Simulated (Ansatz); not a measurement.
**Ionic part of the dielectric constant of GaP at -3 GPa, mode by mode**

Level of theory: DFT PBEsol, scalar-relativistic, plane waves, PAW (Ansatz). Cutoff 420 eV, 8×8×8 k-points (Γ-centred), fixed occupations. No spin polarisation. Phonons by linear response, acoustic sum rule imposed.

The structure is cubic, space group F-43m (No. 216). Conventional cell: a = 5.508 Å, b = 5.508 Å, c = 5.508 Å, α = 90.00°, β = 90.00°, γ = 90.00°. Ga (site symmetry -43m) has 4 P at 2.39 Å as nearest neighbours. P (site symmetry -43m) is surrounded by 4 Ga at 2.39 Å.

The run warned that the force constants aren't converged on this k mesh, so the frequencies and all that is formed from them are rough.

The primitive cell has V = 41.78 Å³ and ε∞,xx = 10.970. Each polar mode adds Δε = (4.92064×10⁷/V)·S/ν² along x, with S its oscillator strength in e²/amu, ν in cm⁻¹ and V in Å³.

Task: From these modes, find each Δε and ε0,xx.
```json
{"ν (cm⁻¹)": "340.6", "S_xx (e²/amu)": "0.2202"}
```

Result:
| ν (cm⁻¹) | Δε |
| --- | --- |
| 340.6 | 2.23 |

The sum is 2.235, so ε0,xx = 13.20; the run's tensor has 13.20.

Task: Where do the longitudinal modes lie for a wave vector along x?

Result: At 374 cm⁻¹. The Lyddane–Sachs–Teller product Π(ν_LO/ν_TO)² = 1.20 matches ε0/ε∞ = 1.20.

Cost: 1 run of about 0.99 core-minutes, on Arm Neoverse V1 (shared hosts).

The static dielectric response of GaP is mainly electronic: the lattice adds only 2.235 to an ε∞ of 10.970. This fits a largely covalent sp³ network in which the modest electronegativity difference between Ga and P leaves a limited dynamical charge, while stiff bonds and the light P atom keep the polar mode high in frequency. Because the ionic term scales with the inverse square of that frequency, bond softening under tension would tend to enlarge it. The same dynamical charge, screened by the electrons, sets the moderate LO–TO splitting. The Lyddane–Sachs–Teller agreement shows that the charges, electronic screening and mode frequencies are combined consistently, but it is no independent test of their accuracy, since both sides share the same force constants. The electronic constant lies above the accepted value for unstrained GaP, probably because the semilocal functional makes the gaps too small, with the expanded lattice a possible further contribution. A single pressure cannot separate these two effects.
